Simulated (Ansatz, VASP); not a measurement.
# One calculation of Zr, two programs

INCAR

```
SYSTEM = Zr
PREC = Accurate
ENCUT = 520
EDIFF = 1E-6
ISMEAR = -1
SIGMA = 0.05
LREAL = .FALSE.
LASPH = .TRUE.
NELM = 100
ALGO = Normal
ISIF = 2
LWAVE = .FALSE.
LCHARG = .TRUE.
GGA = PS
LELF = .TRUE.
LVHAR = .TRUE.
NBANDS = 12
```

Contents of KPOINTS:

```
Automatic mesh
0
G
  10 10 10
  0 0 0
```

Contents of POSCAR:

```
Zr
1.0
   -1.8454992086      1.8454992086      1.8454992086
    1.8454992086     -1.8454992086      1.8454992086
    1.8454992086      1.8454992086     -1.8454992086
Zr
1
Direct
    0.0000000000      0.0000000000      0.0000000000
```

Contents of input.yaml:

```yaml
crystal:
  lattice:
    - [-1.8454992086, 1.8454992086, 1.8454992086]
    - [1.8454992086, -1.8454992086, 1.8454992086]
    - [1.8454992086, 1.8454992086, -1.8454992086]
  atoms:
    - { symbol: Zr, position: [0.0, 0.0, 0.0] }
hamiltonian:
  xc: pbesol
  pseudopotentials: { kind: paw }
kpoints:
  mp_grid: { grid: [10, 10, 10] }
scf:
  occupations: { method: fermi_dirac, width: 0.05 }
output:
  forces: true
  stress: true
  eigenvalues: true
  write_density: true
  write_potential: true
  elf: true
  volumetric_format: npy
```

This isn't the form of Zr at room conditions, which is hcp.

Alike in both runs: task single point; functional PBEsol; k mesh 10 × 10 × 10; occupations fermi-dirac, width 0.05 eV; no spin polarisation.

|  | VASP | Ansatz |
| --- | --- | --- |
| version | VASP 6.6.1 | Ansatz 0.2.0 |
| potentials or method | VASP PAW PBE potentials, release 64 (Zr_sv) | Ansatz PAW |
| plane-wave cutoff (eV) | 520 | 420 |
| valence electrons in the cell | 12 | 12 |

|  | VASP | Ansatz | Ansatz less VASP |
| --- | --- | --- | --- |
| gap on the k mesh at the Fermi level (eV) | none | none | - |
| pressure (GPa) | -10.6 | -10.6 | -0.05 |

A gap of «none» marks a metal or a gap that the smearing closes. The functional is the same, so the differences come from potentials, cutoffs and numerics.

Caveats: the PAW data sets were made with another functional, which shifts forces and pressure a little (VASP); the PAW data sets come from PBE, with cores solved anew for the run's functional, which leaves a small shift of forces and pressure (Ansatz).
